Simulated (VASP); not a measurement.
A run of VASP 6.6.1 is set up as follows.

Contents of POSCAR:

```
ZrSe2
1.0
    3.7980000000      0.0000000000      0.0000000000
   -1.8990000000      3.2891644836      0.0000000000
    0.0000000000      0.0000000000      6.1920000000
Zr Se
1 2
Direct
    0.0000000000      0.0000000000      0.0000000000
    0.6666666667      0.3333333333      0.7500000000
    0.3333333333      0.6666666667      0.2500000000
```

The input INCAR.step1:

```
SYSTEM = ZrSe2
PREC     = Accurate       ! precision mode
ENCUT    = 520            ! plane-wave cutoff, eV
EDIFF    = 1E-5           ! SCF threshold, eV
ISMEAR   = -1             ! smearing method
SIGMA    = 0.05           ! smearing width, eV
LREAL    = .FALSE.        ! projectors in reciprocal space
LASPH    = .TRUE.         ! aspherical terms in the spheres
NELM     = 80             ! most SCF steps
ALGO     = Normal         ! electronic algorithm
ISIF     = 2              ! what is computed and relaxed
LWAVE    = .TRUE.         ! write WAVECAR
LCHARG   = .FALSE.        ! write CHGCAR
LMAXMIX  = 4              ! l up to which the mixer works
GGA      = PE             ! functional
```

The input INCAR.step2:

```
SYSTEM = ZrSe2
PREC     = Accurate       ! precision mode
ENCUT    = 520            ! plane-wave cutoff, eV
EDIFF    = 1E-6           ! SCF threshold, eV
ISMEAR   = -1             ! smearing method
SIGMA    = 0.05           ! smearing width, eV
LREAL    = .FALSE.        ! projectors in reciprocal space
LASPH    = .TRUE.         ! aspherical terms in the spheres
NELM     = 80             ! most SCF steps
ALGO     = Normal         ! electronic algorithm
ISIF     = 2              ! what is computed and relaxed
LWAVE    = .FALSE.        ! write WAVECAR
LCHARG   = .FALSE.        ! write CHGCAR
LMAXMIX  = 4              ! l up to which the mixer works
GGA      = PE             ! functional
LHFCALC  = .TRUE.         ! exact exchange
AEXX     = 0.25           ! exact-exchange fraction
PRECFOCK = Fast         
ISTART   = 1
```

KPOINTS

```
Automatic mesh
0
G
  4 4 3
  0 0 0
```

The input KPOINTS_OPT:

```
path GMKGALHA,LM,KH
12
line-mode
reciprocal
 0.0000000000  0.0000000000  0.0000000000  G
 0.5000000000  0.0000000000  0.0000000000  M

 0.5000000000  0.0000000000  0.0000000000  M
 0.3333333333  0.3333333333  0.0000000000  K

 0.3333333333  0.3333333333  0.0000000000  K
 0.0000000000  0.0000000000  0.0000000000  G

 0.0000000000  0.0000000000  0.0000000000  G
 0.0000000000  0.0000000000  0.5000000000  A

 0.0000000000  0.0000000000  0.5000000000  A
 0.5000000000  0.0000000000  0.5000000000  L

 0.5000000000  0.0000000000  0.5000000000  L
 0.3333333333  0.3333333333  0.5000000000  H

 0.3333333333  0.3333333333  0.5000000000  H
 0.0000000000  0.0000000000  0.5000000000  A

 0.5000000000  0.0000000000  0.5000000000  L
 0.5000000000  0.0000000000  0.0000000000  M

 0.3333333333  0.3333333333  0.0000000000  K
 0.3333333333  0.3333333333  0.5000000000  H
```

Potentials or basis: VASP PAW PBE potentials, release 64 (Zr_sv, Se).

Run with:

```bash
$ cat potpaw_PBE.64/Zr_sv/POTCAR potpaw_PBE.64/Se/POTCAR > POTCAR
$ cp INCAR.step1 INCAR
$ mpirun -np 1 vasp_std > vasp.out
$ cp INCAR.step2 INCAR
$ mpirun -np 1 vasp_std > vasp.out
```

Question: Predict the largest force.

Answer: 0.027 eV/Å.

Question: Predict the pressure.

Answer: 0.9 GPa.

Stress tensor (GPa, compression positive):
```
0.70 0.00 0.00
0.00 0.70 0.00
0.00 0.00 1.29
```

Caveat: the k mesh is coarse (spacing up to 0.48 Å⁻¹), so the values aren't converged, least of all with exact exchange; an unscreened hybrid on a path of extra k points without a Coulomb cutoff has errors near the mesh points, so the bands along the path aren't reliable; the PAW data sets were made with another functional, which shifts forces and pressure a little; this functional lacks dispersion, which binds the layers, so the pressure and a relaxed spacing across them are unreliable.
